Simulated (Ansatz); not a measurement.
# BaF2 with an F vacancy: gradients before and after relaxing the atoms

Start: a supercell of BaF2 (fluorite type, Fm-3m) built from a Materials Project structure (computed, not necessarily an observed phase), with all atoms left at the host's positions.

```xyz
23
Lattice="0.0000 6.2257 6.2257 6.2257 0.0000 6.2257 6.2257 6.2257 0.0000" Properties=species:S:1:pos:R:3 pbc="T T T"
Ba    0.0000    0.0000    0.0000
Ba    3.1129    3.1129    0.0000
Ba    3.1129    0.0000    3.1129
Ba    6.2257    3.1129    3.1129
Ba    0.0000    3.1129    3.1129
Ba    3.1129    6.2257    3.1129
Ba    3.1129    3.1129    6.2257
Ba    6.2257    6.2257    6.2257
F     4.6693    4.6693    1.5564
F     4.6693    1.5564    4.6693
F     7.7822    4.6693    4.6693
F     1.5564    4.6693    4.6693
F     4.6693    7.7822    4.6693
F     4.6693    4.6693    7.7822
F     7.7822    7.7822    7.7822
F     4.6693    4.6693    4.6693
F     7.7822    7.7822    4.6693
F     7.7822    4.6693    7.7822
F    10.8950    7.7822    7.7822
F     4.6693    7.7822    7.7822
F     7.7822   10.8950    7.7822
F     7.7822    7.7822   10.8950
F    10.8950   10.8950   10.8950
```

Atoms are numbered from 1 in the order listed; like atoms form one site, named after its first atom.

Computed with Ansatz: DFT, PBE, plane waves and PAW, scalar-relativistic, 420 eV cutoff, Γ-centred 3×3×3 k-points, Fermi–Dirac smearing 0.01 eV, cell charge +1.

The largest force at the start is 1.0 eV/Å. Relaxing the ions at fixed cell moves them by 0.172 Å at most (atom 22, F) and 0.097 Å rms. End positions:

```
CELL_PARAMETERS angstrom
0.00000 6.22573 6.22573
6.22573 0.00000 6.22573
6.22573 6.22573 0.00000
ATOMIC_POSITIONS crystal
Ba 0.99549 0.99549 0.99549
Ba 0.99549 0.99549 0.51354
Ba 0.99549 0.51354 0.99549
Ba 0.00301 0.49900 0.49900
Ba 0.51354 0.99549 0.99549
Ba 0.49900 0.00301 0.49900
Ba 0.49900 0.49900 0.00301
Ba 0.49900 0.49900 0.49900
F 0.12416 0.12416 0.62584
F 0.12416 0.62584 0.12416
F 0.12416 0.62584 0.62584
F 0.62584 0.12416 0.12416
F 0.62584 0.12416 0.62584
F 0.62584 0.62584 0.12416
F 0.62500 0.62500 0.62500
F 0.37500 0.37500 0.37500
F 0.36118 0.36118 0.88882
F 0.36118 0.88882 0.36118
F 0.36118 0.88882 0.88882
F 0.88882 0.36118 0.36118
F 0.88882 0.36118 0.88882
F 0.88882 0.88882 0.36118
F 0.87500 0.87500 0.87500
```

```
site  atom  moved (Å)  first shell before    first shell after  V_zz before (10²¹ V/m²)  η before
 Ba1     1      0.097       7 F at 2.70 Å   7 F at 2.60–2.66 Å                    17.96      0.00
 Ba4     4      0.022       8 F at 2.70 Å   8 F at 2.67–2.80 Å                    -1.21      0.00
  F9     9      0.010      4 Ba at 2.70 Å  4 Ba at 2.66–2.69 Å                    -0.42      0.91
 F17    17      0.172      4 Ba at 2.70 Å  4 Ba at 2.64–2.80 Å                     1.12      0.11
```

Task: What are V_zz and η after the relaxation?

Result: 

```tsv
site	atom	V_zz after	η after	change of V_zz
Ba1	1	12.60	0.00	-5.36
Ba4	4	-1.17	0.00	+0.04
F9	9	-0.48	0.08	–
F17	17	1.03	0.29	-0.09
```

The largest change of V_zz along a kept axis is on Ba1, from 17.96 to 12.60. In per cent, |V_zz| changes by -30 to -3 on Ba, -8 on F (all sites that start above 0.5). On F17 V_xx and V_yy change places (or their axes turn by over 50°), so the two values of η hide a larger change. On F9 the largest principal value lies along another axis in the second run, so the two V_zz can't be compared directly. Sites without a gradient aren't listed.

The defect repeats with the cell of 23 atoms, so it feels its images: sites between two images don't show the values beside a lone defect, and zeros or small values of η there can come from the images' arrangement. A uniform background compensates the cell's charge. Without spin–orbit coupling (the program notes it for Ba) the gradients are little affected as a rule: paired runs on crystals with a gap mostly move them by under 2 % at such atoms.
Before: The neighbours have not yet relaxed around the defect (largest force 1.0 eV/Å), so a real crystal will differ.
